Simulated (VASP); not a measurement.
# TiTe2 in VASP: notebook

The runs below take TiTe2 through single point, relaxation of the atoms, with rev-vdW-DF2.

All numbers are computed with VASP 6.6.1; they aren't measurements. Logs are shortened: lines on timing, memory, paths and dates and some standing lists are left out, and cuts for length are marked.

## 1. Starting point

The cell holds a slab with vacuum, 9 atoms: a = 3.752 Å, b = 3.752 Å, c = 31.486 Å, α = 90.00°, β = 90.00°, γ = 120.00°.

## 2. Single point, rev-vdW-DF2

File INCAR:

```
PREC = Accurate
ENCUT = 520
EDIFF = 1E-7
ISMEAR = 1
SIGMA = 0.1
LREAL = F
LASPH = T
NELM = 80
ALGO = Normal
ISIF = 2
LWAVE = F
LCHARG = F
LDIPOL = T
IDIPOL = 3
DIPOL = 0.5 0.5 0.500
GGA = MK
LUSE_VDW = T
AGGAC = 0.0
PARAM1 = 0.1234
PARAM2 = 0.711357
ZAB_VDW = -1.8867
NBANDS = 46
LVHAR = T
LVACPOTAV = T
ICORELEVEL = 1
KPAR = 4
```

File KPOINTS:

```
regular mesh
0
Gamma
  12 12 1
```

File POSCAR:

```
TiTe2
1.0
    3.7524374500      0.0000000000      0.0000000000
   -1.8762192700      3.2497064800      0.0000000000
    0.0000000000      0.0000000000     31.4858250300
Te Ti
6 3
Direct
    0.3333330000      0.6666660000      0.2382024300
    0.6666670000      0.3333340000      0.3475435400
    0.3333330000      0.6666660000      0.4453294500
    0.6666670000      0.3333340000      0.5546705500
    0.3333330000      0.6666660000      0.6524564600
    0.6666670000      0.3333340000      0.7617975700
    0.0000000000      0.0000000000      0.2928729800
    0.0000000000      0.0000000000      0.5000000000
    0.0000000000      0.0000000000      0.7071270200
```

Potentials or basis: VASP PAW PBE potentials, release 64 (Te, Ti_sv).

Run with:

```
$ cat potpaw_PBE.64/Te/POTCAR potpaw_PBE.64/Ti_sv/POTCAR > POTCAR
$ mpirun -np 4 vasp_std > vasp.out
```

OUTCAR:

```text
PREC = Accurate
   ENCUT = 520
   EDIFF = 1E-7
   ISMEAR = 1
   LREAL = F
   LASPH = T
   NELM = 80
   ISIF = 2
   GGA = MK

 ion  position               nearest neighbor table
   1  0.333  0.667  0.238-   7 2.77   7 2.77   7 2.77
   2  0.667  0.333  0.348-   7 2.77   7 2.77   7 2.77
   3  0.333  0.667  0.445-   8 2.77   8 2.77   8 2.77
   4  0.667  0.333  0.555-   8 2.77   8 2.77   8 2.77
   5  0.333  0.667  0.652-   9 2.77   9 2.77   9 2.77
   6  0.667  0.333  0.762-   9 2.77   9 2.77   9 2.77
   7  0.000  0.000  0.293-   1 2.77   2 2.77   1 2.77   2 2.77   1 2.77   2 2.77
   8  0.000  0.000  0.500-   3 2.77   4 2.77   4 2.77   3 2.77   3 2.77   4 2.77
   9  0.000  0.000  0.707-   6 2.77   5 2.77   6 2.77   5 2.77   6 2.77   5 2.77

  LATTYP: Found a hexagonal cell.
 ALAT       =     3.7524374500
 C/A-ratio  =     8.3907661219

  Lattice vectors:

 A1 = (   3.7524374500,   0.0000000000,   0.0000000000)
 A2 = (  -1.8762192700,   3.2497064800,   0.0000000000)
 A3 = (   0.0000000000,   0.0000000000,  31.4858250300)

Analysis of symmetry for initial positions (statically):
=====================================================================
 Subroutine PRICEL returns:
 Original cell was already a primitive cell.

 Routine SETGRP: Setting up the symmetry group for a
 hexagonal supercell.

 Subroutine GETGRP returns: Found 12 space group operations
 (whereof 12 operations were pure point group operations)
 out of a pool of 24 trial point group operations.

The static configuration has the point symmetry D_3d.

Analysis of symmetry for dynamics (positions and initial velocities):
=====================================================================
 Subroutine PRICEL returns:
 Original cell was already a primitive cell.

 Routine SETGRP: Setting up the symmetry group for a
 hexagonal supercell.

 Subroutine GETGRP returns: Found 12 space group operations
 (whereof 12 operations were pure point group operations)
 out of a pool of 24 trial point group operations.

The dynamic configuration has the point symmetry D_3d.

 Subroutine INISYM returns: Found 12 space group operations
 (whereof 12 operations are pure point group operations),
 and found     1 'primitive' translations

----------------------------------------------------------------------------------------

                                     Primitive cell

  volume of cell :     383.9482

  direct lattice vectors                    reciprocal lattice vectors
     3.752437450  0.000000000  0.000000000     0.266493449  0.153860094  0.000000000
    -1.876219270  3.249706480  0.000000000     0.000000000  0.307720099  0.000000000
     0.000000000  0.000000000 31.485825030     0.000000000  0.000000000  0.031760324

  length of vectors
     3.752437450  3.752438002 31.485825030     0.307720144  0.307720099  0.031760324

  position of ions in fractional coordinates (direct lattice)
     0.333333000  0.666666000  0.238202430
     0.666667000  0.333334000  0.347543540
     0.333333000  0.666666000  0.445329450
     0.666667000  0.333334000  0.554670550
     0.333333000  0.666666000  0.652456460
     0.666667000  0.333334000  0.761797570
     0.000000000  0.000000000  0.292872980
     0.000000000  0.000000000  0.500000000
     0.000000000  0.000000000  0.707127020

  ion indices of the primitive-cell ions
   primitive index   ion index
                 1           1
                 2           2
                 3           3
                 4           4
                 5           5
                 6           6
                 7           7
                 8           8
                 9           9

----------------------------------------------------------------------------------------

 KPOINTS: regular mesh

[... 24 lines left out ...]
  0.000000  0.000000  0.000000      1.000000
  0.083333 -0.000000  0.000000      6.000000
  0.166667  0.000000  0.000000      6.000000
  0.250000  0.000000  0.000000      6.000000
  0.333333  0.000000  0.000000      6.000000
  0.416667  0.000000  0.000000      6.000000
[... 11 lines left out ...]
  0.333333  0.250000  0.000000     12.000000
  0.333333  0.333333  0.000000      2.000000
   k-points           NKPTS =     19   k-points in BZ     NKDIM =     19   number of bands    NBANDS=     46
   number of dos      NEDOS =    301   number of ions     NIONS =      9
   total plane-waves  NPLWV = 188160
   dimension x,y,z NGX =    28 NGY =   28 NGZ =  240
   dimension x,y,z NGXF=    56 NGYF=   56 NGZF=  480
   ions per type =               6   3
   NGX,Y,Z   is equivalent  to a cutoff of  12.40, 12.40, 12.67 a.u.
   NGXF,Y,Z  is equivalent  to a cutoff of  24.81, 24.81, 25.34 a.u.
 SYSTEM =  unknown system
   PREC   = accura    normal or accurate (medium, high low for compatibility)
   ISTART =      0    job   : 0-new  1-cont  2-samecut
   ICHARG =      2    charge: 1-file 2-atom 10-const
   ISPIN  =      1    spin polarized calculation?
   LNONCOLLINEAR =      F non collinear calculations
   LSORBIT =      F    spin-orbit coupling
   LASPH  =      T    aspherical Exc in radial PAW
   ENCUT  =  520.0 eV  38.22 Ry    6.18 a.u.   6.98  6.98 58.54*2*pi/ulx,y,z
   NELM   =     80;   NELMIN=  2; NELMDL= -5     # of ELM steps
   EDIFF  = 0.1E-06   stopping-criterion for ELM
   LREAL  =      F    real-space projection
   EDIFFG = 0.1E-05   stopping-criterion for IOM
   NSW    =      0    number of steps for IOM
   IBRION =     -1    ionic relax: 0-MD 1-quasi-New 2-CG
   NFREE  =      0    steps in history (QN), initial steepest desc. (CG)
   ISIF   =      2    stress and relaxation
   ISYM   =      2    0-nonsym 1-usesym 2-fastsym
   POTIM  = 0.5000    time-step for ionic-motion
   TEBEG  =    0.0;   TEEND  =   0.0 temperature during run
   PSTRESS=    0.0 pullay stress
   NELECT =      72.0000    total number of electrons
   NUPDOWN=      -1.0000    fix difference up-down
   EMIN   =  10.00;   EMAX   =-10.00  energy-range for DOS
   EFERMI =   0.00;   METHOD = LEGACY
   ISMEAR =     1;   SIGMA  =   0.10  broadening in eV -4-tet -1-fermi 0-gaus
   EFERMI_NEDOS =   21; number of points for ismear=-14 and -15
   IALGO  =     38    algorithm
   IMIX   =      4    mixing-type and parameters
     AMIX     =   0.40;   BMIX     =  1.00
     AMIX_MAG =   1.60;   BMIX_MAG =  1.00
  volume/ion in A,a.u.               =      42.66       287.89
  Fermi-wavevector in a.u.,A,eV,Ry     =   0.937047  1.770762 11.946695  0.878057
  Thomas-Fermi vector in A             =   2.064118
   LORBIT       =      0    0 simple, 1 ext, 2 COOP (PROOUT), +10 PAW based schemes
   GGA     = MK    functional components
   LHFCALC =     F    Hartree Fock is set to
   AEXX    =    0.0000 exact exchange contribution
   IVDW_NL    =     1    kernel type
   BPARAM     = 6.3000
   IVDW    =     0    specifies the selected vdW correction
   LEPSILON=     F    determine dielectric tensor
   LRPA    =     F    only Hartree local field effects (RPA)
 non-spin polarized calculation
 Methfessel and Paxton  Order N= 1 SIGMA  =   0.10
  energy-cutoff  :      520.00
  volume of cell :      383.95
 maximum number of plane-waves:     10383
 NGX is ok and might be reduce to    28
   NGX = 13   NGY = 13   NGZ =117

 dipolmoment           0.000000      0.000000     -0.000000 electrons x Angstroem

 number of electron      71.9999995 magnetization

 dipolmoment           0.000000      0.000000      0.000000 electrons x Angstroem

 Free energy of the ion-electron system (eV)
  ---------------------------------------------------
  ext. energy  EPLUGINS =         0.00000000
  ---------------------------------------------------
  free energy    TOTEN  =       -31.03604641 eV

  energy without entropy =      -31.03698727  energy(sigma->0) =      -31.03636003

 the core state eigenenergies are
   1-  1s -31612.8234  2s  -4840.4146  2p  -4343.8087  3s   -956.6574  3p   -795.3149
       3d   -551.5621  4s   -156.2111  4p   -106.2566  4d    -33.5958
   2-  1s -31612.9535  2s  -4840.5432  2p  -4343.9374  3s   -956.7872  3p   -795.4448
       3d   -551.6917  4s   -156.3432  4p   -106.3889  4d    -33.7285
   3-  1s -31612.9893  2s  -4840.5781  2p  -4343.9724  3s   -956.8213  3p   -795.4788
       3d   -551.7257  4s   -156.3758  4p   -106.4213  4d    -33.7604
   4-  1s -31612.9893  2s  -4840.5781  2p  -4343.9724  3s   -956.8213  3p   -795.4788
       3d   -551.7257  4s   -156.3758  4p   -106.4213  4d    -33.7604
   5-  1s -31612.9535  2s  -4840.5432  2p  -4343.9374  3s   -956.7872  3p   -795.4448
       3d   -551.6917  4s   -156.3432  4p   -106.3889  4d    -33.7285
   6-  1s -31612.8234  2s  -4840.4146  2p  -4343.8087  3s   -956.6574  3p   -795.3149
       3d   -551.5621  4s   -156.2111  4p   -106.2566  4d    -33.5958
   7-  1s  -4861.0105  2s   -529.4599  2p   -436.7647
   8-  1s  -4861.0414  2s   -529.4815  2p   -436.7872
   9-  1s  -4861.0105  2s   -529.4599  2p   -436.7647

 E-fermi :   2.3027     XC(G=0):  -6.7176

 val. band max:        2.2863085653   @ k =   0.0833  -0.0000   0.0000
 cond. band min:       2.3237483112   @ k =   0.4167   0.0000   0.0000
 fundamental gap:      0.0374397460
 Fermi energy:         2.3026914749

 k-point     1 :       0.0000    0.0000    0.0000
  band No.  band energies     occupation
      1     -54.9967      2.00000
      2     -54.9707      2.00000
      3     -54.9707      2.00000
      4     -31.3718      2.00000
      5     -31.3718      2.00000
      6     -31.3451      2.00000
[... 920 lines left out ...]
     45       3.6508     -0.00000
     46       4.4583      0.00000

------------------------ aborting loop because EDIFF is reached ----------------------------------------

  FORCE on cell =-STRESS in cart. coord.  units (eV):
  Direction    XX          YY          ZZ          XY          YZ          ZX
  --------------------------------------------------------------------------------------
  -------------------------------------------------------------------------------------
  Total       -0.2272470     -0.2272471      0.7561474      0.0000000      0.0000000     -0.0000000
  in kB       -0.9482791     -0.9482792      3.1553268      0.0000002      0.0000000     -0.0000000
  external PRESSURE =       0.4195895 kB  Pullay stress =       0.0000000 kB

 VOLUME and BASIS-vectors are now :
 -----------------------------------------------------------------------------
  energy-cutoff  :      520.00
  volume of cell :      383.95
      direct lattice vectors                 reciprocal lattice vectors
     3.752437450  0.000000000  0.000000000     0.266493449  0.153860094  0.000000000
    -1.876219270  3.249706480  0.000000000     0.000000000  0.307720099  0.000000000
     0.000000000  0.000000000 31.485825030     0.000000000  0.000000000  0.031760324

 POSITION                                       TOTAL-FORCE (eV/Angst)
 -----------------------------------------------------------------------------------
     -0.00000      2.16647      7.50000        -0.000000      0.000000     -0.142393
      1.87622      1.08324     10.94270        -0.000000      0.000000     -0.022590
     -0.00000      2.16647     14.02157        -0.000000     -0.000000     -0.015381
      1.87622      1.08324     17.46426         0.000000      0.000000      0.015381
     -0.00000      2.16647     20.54313        -0.000000     -0.000000      0.022590
      1.87622      1.08324     23.98582         0.000000      0.000000      0.142393
      0.00000      0.00000      9.22135         0.000000      0.000000      0.139041
      0.00000      0.00000     15.74291         0.000000      0.000000      0.000000
      0.00000      0.00000     22.26448         0.000000     -0.000000     -0.139041
 -----------------------------------------------------------------------------------
    total drift:                               -0.000000      0.000000      0.000000

  FREE ENERGIE OF THE ION-ELECTRON SYSTEM (eV)
  ---------------------------------------------------
  free  energy   TOTEN  =       -31.0360464125 eV

  energy  without entropy=      -31.0369872720  energy(sigma->0) =      -31.03636003

Total vdW correction in eV:     12.4859546

 vacuum level on the upper side and lower side of the slab         7.412         7.412
```

Run time: 10 min. Hardware: 4 MPI ranks of Intel Xeon 6975P-C (Granite Rapids), shared host; peak memory 1.4 GiB.

What came out:

```yaml
Free_energy: -31.0360 eV
Largest_force: 0.142 eV/Å
Band_gap_on_the_k_mesh: none (metal or under the smearing width)
Work_function_of_the_upper_face: 5.11 eV
Work_function_of_the_lower_face: 5.11 eV
```

Forces in eV/Å, atoms in the order of the input:
```
Te   0.000  0.000 -0.142
Te   0.000  0.000 -0.023
Te   0.000  0.000 -0.015
Te   0.000  0.000  0.015
Te   0.000  0.000  0.023
Te   0.000  0.000  0.142
Ti   0.000  0.000  0.139
Ti   0.000  0.000  0.000
Ti   0.000  0.000 -0.139
```

Core levels (eV, on the scale of the bands):
| atom | levels |
| --- | --- |
| 1 Te | 1s -31612.8, 2s -4840.4, 2p -4343.8, 3s -956.7, 3p -795.3, 3d -551.6, 4s -156.2, 4p -106.3, 4d -33.6 |
| 2 Te | 1s -31613.0, 2s -4840.5, 2p -4343.9, 3s -956.8, 3p -795.4, 3d -551.7, 4s -156.3, 4p -106.4, 4d -33.7 |
| 3 Te | 1s -31613.0, 2s -4840.6, 2p -4344.0, 3s -956.8, 3p -795.5, 3d -551.7, 4s -156.4, 4p -106.4, 4d -33.8 |
| 4 Te | 1s -31613.0, 2s -4840.6, 2p -4344.0, 3s -956.8, 3p -795.5, 3d -551.7, 4s -156.4, 4p -106.4, 4d -33.8 |
| 5 Te | 1s -31613.0, 2s -4840.5, 2p -4343.9, 3s -956.8, 3p -795.4, 3d -551.7, 4s -156.3, 4p -106.4, 4d -33.7 |
| 6 Te | 1s -31612.8, 2s -4840.4, 2p -4343.8, 3s -956.7, 3p -795.3, 3d -551.6, 4s -156.2, 4p -106.3, 4d -33.6 |

Caveat: the PAW data sets were made with another functional, which shifts forces and pressure a little.

## 3. Relaxation of the atoms, rev-vdW-DF2

File INCAR:

```
PREC = Accurate
ENCUT = 520
EDIFF = 1E-6
ISMEAR = 1
SIGMA = 0.1
LREAL = False
LASPH = True
NELM = 80
ALGO = Normal
ISIF = 2
LWAVE = False
LCHARG = False
LDIPOL = True
IDIPOL = 3
DIPOL = 0.5 0.5 0.500
GGA = MK
LUSE_VDW = True
AGGAC = 0.0
PARAM1 = 0.1234
PARAM2 = 0.711357
ZAB_VDW = -1.8867
IBRION = 2
NSW = 80
EDIFFG = -0.02
KPAR = 4
```

KPOINTS is that of step 2.

POSCAR is that of step 2.

Potentials or basis: VASP PAW PBE potentials, release 64 (Te, Ti_sv).

Run with:

```
$ cat potpaw_PBE.64/Te/POTCAR potpaw_PBE.64/Ti_sv/POTCAR > POTCAR
$ mpirun -np 4 vasp_std > vasp.out
```

Run time: 17 min. Hardware: 4 MPI ranks of Intel Xeon 6975P-C (Granite Rapids), shared host; peak memory 1.5 GiB.

The run converged. Its results:

```
Free energy                  : -31.0390 eV
Energy gained by relaxing    : 0.3 meV/atom
Ionic steps                  : 4
Largest force after relaxing : 0.017 eV/Å
Band gap on the k mesh       : none (metal or under the smearing width)
```

Forces on the atoms (eV/Å):
```
Te   0.000  0.000 -0.017
Te   0.000  0.000  0.006
Te   0.000  0.000 -0.002
Te   0.000  0.000  0.002
Te   0.000  0.000 -0.006
Te   0.000  0.000  0.017
Ti   0.000  0.000 -0.016
Ti   0.000  0.000  0.000
Ti   0.000  0.000  0.016
```

The path:
```csv
step,energy change (eV),largest force (eV/Å),pressure (GPa)
1,0.0000,0.1424,0.04
2,-0.0025,0.0598,-0.02
3,-0.0028,0.0247,-0.04
4,-0.0029,0.0167,-0.05
```

Final structure:
```cif
data_structure
_symmetry_space_group_name_H-M 'P 1'
_symmetry_Int_Tables_number 1
_cell_length_a 3.7524
_cell_length_b 3.7524
_cell_length_c 31.4858
_cell_angle_alpha 90.000
_cell_angle_beta 90.000
_cell_angle_gamma 120.000
_cell_volume 383.95
loop_
_atom_site_label
_atom_site_type_symbol
_atom_site_fract_x
_atom_site_fract_y
_atom_site_fract_z
_atom_site_occupancy
Te1 Te 0.33333 0.66667 0.23784 1
Te2 Te 0.66667 0.33333 0.34753 1
Te3 Te 0.33333 0.66667 0.44529 1
Te4 Te 0.66667 0.33333 0.55471 1
Te5 Te 0.33333 0.66667 0.65247 1
Te6 Te 0.66667 0.33333 0.76216 1
Ti1 Ti 0.00000 0.00000 0.29315 1
Ti2 Ti 0.00000 0.00000 0.50000 1
Ti3 Ti 0.00000 0.00000 0.70685 1
```

Levels at points of the mesh, in eV from the Fermi level:
```tsv
k point	band 32	band 33	band 34	band 35	band 36	band 37	band 38	band 39	band 40	band 41
(0.00, 0.00, 0.00)	0.36	0.39	0.41	0.41	0.41	0.41	0.88	0.89	0.89	0.98
(0.50, 0.00, 0.00)	-1.69	-1.21	-0.95	-0.70	-0.58	-0.23	-0.07	-0.02	1.12	1.17
```

Caveat: the PAW data sets were made with another functional, which shifts forces and pressure a little. Spin-orbit coupling is left out, which matters for the levels of Te.

## 4. Single point, rev-vdW-DF2

File INCAR:

```
PREC = Accurate
ENCUT = 520
EDIFF = 1E-7
ISMEAR = 1
SIGMA = 0.1
LREAL = F
LASPH = T
NELM = 80
ALGO = Normal
ISIF = 2
LWAVE = F
LCHARG = F
LDIPOL = T
IDIPOL = 3
DIPOL = 0.5 0.5 0.500
GGA = MK
LUSE_VDW = T
AGGAC = 0.0
PARAM1 = 0.1234
PARAM2 = 0.711357
ZAB_VDW = -1.8867
NBANDS = 46
LVHAR = T
LVACPOTAV = T
ICORELEVEL = 1
KPAR = 4
```

KPOINTS is that of step 3.

File POSCAR:

```
TiTe2                                   
1.0
    3.7524374500      0.0000000000      0.0000000000
   -1.8762192700      3.2497064800      0.0000000000
    0.0000000000      0.0000000000     31.4858250300
  Te              Ti            
     6     3
Direct
     0.3333330000000032    0.6666659999999993    0.2378399974823861
     0.6666669999999968    0.3333340000000007    0.3475281878678596
     0.3333330000000032    0.6666659999999993    0.4452862402237123
     0.6666669999999968    0.3333340000000007    0.5547137597762876
     0.3333330000000032    0.6666659999999993    0.6524718121321404
     0.6666669999999968    0.3333340000000007    0.7621600025176138
     1.0000000000000000    1.0000000000000000    0.2931496476572609
     1.0000000000000000    1.0000000000000000    0.5000000000000000
     1.0000000000000000    0.0000000000000000    0.7068503523427392
```

Run with:

```
$ cat potpaw_PBE.64/Te/POTCAR potpaw_PBE.64/Ti_sv/POTCAR > POTCAR
$ mpirun -np 4 vasp_std > vasp.out
```

Wall time 9 min (4 MPI ranks of Intel Xeon 6975P-C (Granite Rapids), shared host); peak memory 1.4 GiB.

It converged, with:

```yaml
Free_energy: -31.0390 eV
Largest_force: 0.017 eV/Å
Band_gap_on_the_k_mesh: none (metal or under the smearing width)
Work_function_of_the_upper_face: 5.12 eV
Work_function_of_the_lower_face: 5.12 eV
```

Forces in eV/Å, atoms in the order of the input:
```
Te   0.000  0.000 -0.017
Te   0.000  0.000  0.006
Te   0.000  0.000 -0.002
Te   0.000  0.000  0.002
Te   0.000  0.000 -0.006
Te   0.000  0.000  0.017
Ti   0.000  0.000 -0.016
Ti   0.000  0.000  0.000
Ti   0.000  0.000  0.016
```

Levels at points of the mesh, in eV from the Fermi level:
| k point | band 34 | band 35 | band 36 | band 37 | band 38 | band 39 |
| --- | --- | --- | --- | --- | --- | --- |
| (0.00, 0.00, 0.00) | 0.41 | 0.41 | 0.41 | 0.41 | 0.88 | 0.89 |
| (0.50, 0.00, 0.00) | -0.95 | -0.70 | -0.58 | -0.23 | -0.07 | -0.02 |

Core levels (eV, on the scale of the bands):
```
atom                                                                                                levels
1 Te  1s -31612.8, 2s -4840.4, 2p -4343.8, 3s -956.7, 3p -795.3, 3d -551.6, 4s -156.2, 4p -106.3, 4d -33.6
2 Te  1s -31613.0, 2s -4840.5, 2p -4343.9, 3s -956.8, 3p -795.4, 3d -551.7, 4s -156.3, 4p -106.4, 4d -33.7
3 Te  1s -31613.0, 2s -4840.6, 2p -4344.0, 3s -956.8, 3p -795.5, 3d -551.7, 4s -156.4, 4p -106.4, 4d -33.8
4 Te  1s -31613.0, 2s -4840.6, 2p -4344.0, 3s -956.8, 3p -795.5, 3d -551.7, 4s -156.4, 4p -106.4, 4d -33.8
5 Te  1s -31613.0, 2s -4840.5, 2p -4343.9, 3s -956.8, 3p -795.4, 3d -551.7, 4s -156.3, 4p -106.4, 4d -33.7
6 Te  1s -31612.8, 2s -4840.4, 2p -4343.8, 3s -956.7, 3p -795.3, 3d -551.6, 4s -156.2, 4p -106.3, 4d -33.6
```

Caveat: the PAW data sets were made with another functional, which shifts forces and pressure a little. The run has no spin-orbit coupling, so splittings on Te are missing.
